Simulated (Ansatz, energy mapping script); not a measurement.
# VCl2O monolayer: energy mapping under PBE+U (4.16 eV) (strain along x +3 %), part 2 of 2

Wanted: the magnetic order of VCl2O monolayer, its couplings and an estimate of its ordering temperature, by PBE+U (4.16 eV).

PBE with U = 4.16 eV on V d, ortho-atomic projectors; plane waves, U on orthogonalised atomic orbitals unless named otherwise, collinear spin, no spin–orbit coupling.

So far. Step 9 (Parallel start in cell D (12 atoms)): The run ends ferromagnetic. For each magnetic atom its energy differs from the parallel run of the first cell by -0.43 meV, an error that one common reference would have brought in. Step 10 (Order 8: uncompensated ++−, cell D of 12 atoms): The run ends ferrimagnetic, 8.22 meV a magnetic atom above the parallel order of its cell.

### 11. Order 9: parallel, cell E of 12 atoms

This run holds the same structure in another cell (a 5.206 → 11.555 Å, b 10.509 → 3.503 Å, γ 47.7 → 90.0°).

input.yaml reads:

```yaml
crystal:
  lattice:
    - [11.5552713, 0.0, 0.0]
    - [0.0, 3.50306, 0.0]
    - [0.0, 0.0, 18.309677]
  atoms:
    - { symbol: V, position: [0.020667667, 0.0, 0.5], spin: 2.0 }
    - { symbol: V, position: [0.354001, 0.0, 0.5], spin: 2.0 }
    - { symbol: V, position: [0.687334333, 0.0, 0.5], spin: 2.0 }
    - { symbol: Cl, position: [0.001515667, 0.5, 0.409619] }
    - { symbol: Cl, position: [0.334849, 0.5, 0.409619] }
    - { symbol: Cl, position: [0.668182333, 0.5, 0.409619] }
    - { symbol: Cl, position: [0.001515667, 0.5, 0.590381] }
    - { symbol: Cl, position: [0.334849, 0.5, 0.590381] }
    - { symbol: Cl, position: [0.668182333, 0.5, 0.590381] }
    - { symbol: O, position: [0.171196, 0.0, 0.5] }
    - { symbol: O, position: [0.504529333, 0.0, 0.5] }
    - { symbol: O, position: [0.837862667, 0.0, 0.5] }
magnetization:
  spin_polarized: true
kpoints:
  mp_grid: { grid: [3, 7, 1] }
hamiltonian:
  xc: pbe
  hubbard:
    sites:
      - { species: V, l: d, u_eff: 4.16 }
      - { site: 0, l: d, u_eff: 4.16, starting_ns: [{ spin: up, occupation_matrix: v1_major }, { spin: down, occupation_matrix: v1_minor }] }
      - { site: 1, l: d, u_eff: 4.16, starting_ns: [{ spin: up, occupation_matrix: v1_major }, { spin: down, occupation_matrix: v1_minor }] }
      - { site: 2, l: d, u_eff: 4.16, starting_ns: [{ spin: up, occupation_matrix: v1_major }, { spin: down, occupation_matrix: v1_minor }] }
    projectors: ortho-atomic
    occupation_matrices:
      v1_major:
        matrix:
          - [0.843, 0.0, 0.0, 0.268, 0.0]
          - [0.0, 0.331, 0.0, 0.0, 0.0]
          - [0.0, 0.0, 0.299, 0.0, 0.0]
          - [0.268, 0.0, 0.0, 0.517, 0.0]
          - [0.0, 0.0, 0.0, 0.0, 0.348]
      v1_minor:
        matrix:
          - [0.102, 0.0, 0.0, -0.103, 0.0]
          - [0.0, 0.168, 0.0, 0.0, 0.0]
          - [0.0, 0.0, 0.243, 0.0, 0.0]
          - [-0.103, 0.0, 0.0, 0.238, 0.0]
          - [0.0, 0.0, 0.0, 0.0, 0.171]
scf:
  occupations: { method: fermi_dirac, width: 0.03 }
output:
  eigenvalues: true
```

Run with:

```bash
$ ansatz run input.yaml --threads 4 --pin off --max-ram 8192MiB --backend cpu --events-out ev --progress --plain --runs-dir out
```

The job ended after 25 s (4 threads of Arm Neoverse V2, shared host; peak memory 1.6 GiB; 94 s of CPU time).

The run ends ferromagnetic. For each magnetic atom its energy differs from the parallel run of the first cell by -0.34 meV, an error that one common reference would have brought in.

### 12. Uncompensated ++− start in cell E (12 atoms)

This order reverses 0 of the 2 neighbours at 3.50 Å, 1.33 of the 2 neighbours at 3.85 Å and 2.67 of the 4 neighbours at 5.21 Å, counted for an average magnetic atom.

Changes to input.yaml since step 11:

```diff
@@ -8,3 +8,3 @@
     - { symbol: V, position: [0.354001, 0.0, 0.5], spin: 2.0 }
-    - { symbol: V, position: [0.687334333, 0.0, 0.5], spin: 2.0 }
+    - { symbol: V, position: [0.687334333, 0.0, 0.5], spin: -2.0 }
     - { symbol: Cl, position: [0.001515667, 0.5, 0.409619] }
@@ -29,3 +29,3 @@
       - { site: 1, l: d, u_eff: 4.16, starting_ns: [{ spin: up, occupation_matrix: v1_major }, { spin: down, occupation_matrix: v1_minor }] }
-      - { site: 2, l: d, u_eff: 4.16, starting_ns: [{ spin: up, occupation_matrix: v1_major }, { spin: down, occupation_matrix: v1_minor }] }
+      - { site: 2, l: d, u_eff: 4.16, starting_ns: [{ spin: up, occupation_matrix: v1_minor }, { spin: down, occupation_matrix: v1_major }] }
     projectors: ortho-atomic
```

The job ended after 30 s (4 threads; peak memory 1.7 GiB).

The run ends ferrimagnetic, 6.42 meV a magnetic atom above the parallel order of its cell.

### 13. From energies to couplings

Each energy difference is a sum of couplings weighted by the pairs that the order reverses. A few near shells are fitted to the differences by least squares. Energies are those extrapolated to zero occupation width, not the free energies F.

The orders that converged (zero: parallel moments in the same cell):

| order | atoms | energy (meV a magnetic atom) | moments (μB) | moments kept as typed | opposed neighbours at 3.50, 3.85, 5.21 Å |
| --- | --- | --- | --- | --- | --- |
| parallel in cell A | 8 | 0.00 | 0.94 | yes | 0, 0, 0 |
| compensated +− in cell A | 8 | 7.03 | 0.91 | yes | 2, 0, 4 |
| parallel in cell B | 8 | 0.00 | 0.94 | yes | 0, 0, 0 |
| compensated +− in cell B | 8 | 9.20 | 0.91 | yes | 0, 2, 4 |
| parallel in cell C | 8 | 0.00 | 0.94 | yes | 0, 0, 0 |
| compensated +− in cell C | 8 | 11.52 | 0.89 | yes | 2, 2, 0 |
| parallel in cell D | 12 | 0.00 | 0.94 | yes | 0, 0, 0 |
| uncompensated ++− in cell D | 12 | 8.22 | 0.89 to 0.91 | yes | 1.33, 1.33, 1.33 |
| parallel in cell E | 12 | 0.00 | 0.94 | yes | 0, 0, 0 |
| uncompensated ++− in cell E | 12 | 6.42 | 0.91 to 0.92 | yes | 0, 1.33, 2.67 |

Fitted to E = −Σ J e·e over ordered pairs of unit vectors (J > 0 favours parallel moments):

```
pair  distance (Å)  neighbours  J (meV)
 V–V          3.50           2     1.15
 V–V          3.85           2     1.73
 V–V          5.21           4    0.303
 V–V          7.01           2  -0.0993
```

These orders cannot tell some unfitted shells from fitted ones: the value at 3.85 Å holds J(3.85) + 2 J(8.00) and the value at 7.01 Å holds J(7.01) − J(8.00); other unfitted shells add to the values wholly or in part.

Adding the shell at 7.70 Å gives 1.2, 1.7, 0.29, -0.20 and 0.11 meV, an exact solve that tests nothing.

### 14. Against the first cell

The first set of orders, under PBE+U (4.16 eV), strain along x +0 %, took 15 min of CPU time summed over its finished orders (seed run apart), these 17 min.

```
                                  quantity  this set  first set
                          J at 3.50 Å, meV      1.15      0.776
J at 3.85 Å (3.74 Å in the first set), meV      1.73       1.18
J at 5.21 Å (5.12 Å in the first set), meV     0.303      0.223
                          J at 7.01 Å, meV   -0.0993     -0.105
```

The coupling that led in the first set goes from 1.18 to 1.73 meV.

### 15. What came out

- lowest order tried: parallel
- largest fitted value (a combination of shells), V–V at 3.85 Å: 1.73 meV

In words: Of the orders tried, VCl2O monolayer (strain along x +3 %) prefers parallel moments under PBE+U (4.16 eV). The largest fitted value is 1.7 meV, at 3.85 Å. It is a combination of shells that these orders cannot split, so neither its size nor its sign can be laid on that pair alone. The orders also reverse pairs at 7.70 and 8.00 Å, which are not fitted, so the fitted values hold their part too. With 5 differences for 4 couplings the fit misses by 0.20 meV at most, a small part of the spread. In the fitted orders moments change by up to 5.7 % against the parallel run of the same cell, so the mapping is rough.

[Logs and program files are shortened in this print: banners, set-up blocks, solver, clock and traceback lines can be left out without a mark of their own.]

[Logs are printed without paths, hosts, clocks, repeated set-up lines and the standing remarks that a program may print on its own settings, such as how far it seeks lower states.]

[Hosts, paths, dates, database ids (printed as entryN), source tags and the programs' standing remarks are cut or masked in the printed files.]

[Where a cell is said to come from a database of computed structures, the database is the Materials Project.]
